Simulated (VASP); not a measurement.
Crystal: Si.

```
CELL_PARAMETERS angstrom
0.00000 1.91083 1.91083
1.91083 0.00000 1.91083
1.91083 1.91083 0.00000
ATOMIC_POSITIONS crystal
Si 0.00000 0.00000 0.00000
```

The cell was built by a generator and needn't be a form met in nature.

```yaml
Program: VASP 6.6.1
Task: relaxation of cell and atoms
Functional: PBE
Potentials_or_basis: VASP PAW PBE potentials, release 64 (Si)
Cutoff: 600 eV
k_mesh: 16 × 16 × 16
Occupations: methfessel-paxton, width 0.1 eV
Spin: no spin polarisation
```

At the start: pressure 3.1 GPa; volume 13.95 Å³/atom.

Q: How do energy, volume and symmetry change on relaxing?

A: Over 3 steps the energy falls by 4.2 meV/atom and the volume is 14.40 Å³/atom (+3.2 %); space group Fm-3m (No. 225, to 0.05 Å).

Step by step:
```tsv
step	energy change (eV)	largest force (eV/Å)	pressure (GPa)	volume (Å³)
1	0.0000	0.0000	3.09	13.95
2	-0.0040	0.0000	-0.61	14.50
3	-0.0042	0.0000	0.00	14.40
```

Final structure:
```xyz
1
Lattice="0.0000 1.9312 1.9312 1.9312 0.0000 1.9312 1.9312 1.9312 0.0000" Properties=species:S:1:pos:R:3 pbc="T T T"
Si    0.0000    0.0000    0.0000
```
